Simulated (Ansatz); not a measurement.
## MoP: what relativity and spin–orbit coupling change

```yaml
crystal:
  lattice:
    - [3.22300, 0.00000, 0.00000]
    - [-1.61150, 2.79120, 0.00000]
    - [0.00000, 0.00000, 3.19100]
  atoms:
    - { symbol: Mo, position: [0.00000, 0.00000, 0.00000] }
    - { symbol: P, position: [0.33333, 0.66667, 0.50000] }
```

Atoms are numbered in the order listed.

Conventional cell: a = 3.223 Å, b = 3.223 Å, c = 3.191 Å, α = 90.00°, β = 90.00°, γ = 120.00°. Mo (atom 1) has 6 P at 2.45 Å as nearest neighbours. Around P (atom 2) lie 6 Mo at 2.45 Å.

The cell is COD entry 1539074, as deposited and not checked against the literature; nothing was relaxed.

Spin polarisation is left out, and whether a magnetic state lies lower isn't shown here.

One fixed cell is solved with PBE by LAPW (all electrons) in Ansatz 0.2.0 under different relativistic treatments. Pressure is positive in compression.

Settings: a Γ-centred 15×15×13 k mesh, Fermi–Dirac smearing of 0.08 eV, basis error target 0.25 meV/atom, no spin polarisation.

```
                 setting  P (GPa)  lowest level at Γ above −25 eV, from the valence-band top or, without a gap, the Fermi level (eV)
     scalar-relativistic     2.77                                                                                             -13.92
        non-relativistic        ?                                                                                                  ?
with spin–orbit coupling     2.78                                                                                             -13.92
```

Q: Fill in "lowest level at Γ above −25 eV, from the valence-band top or, without a gap, the Fermi level (eV)" for the row "non-relativistic".

A: -13.56.

Q: Give the missing entry: row "non-relativistic", column "P (GPa)".

A: 4.94.
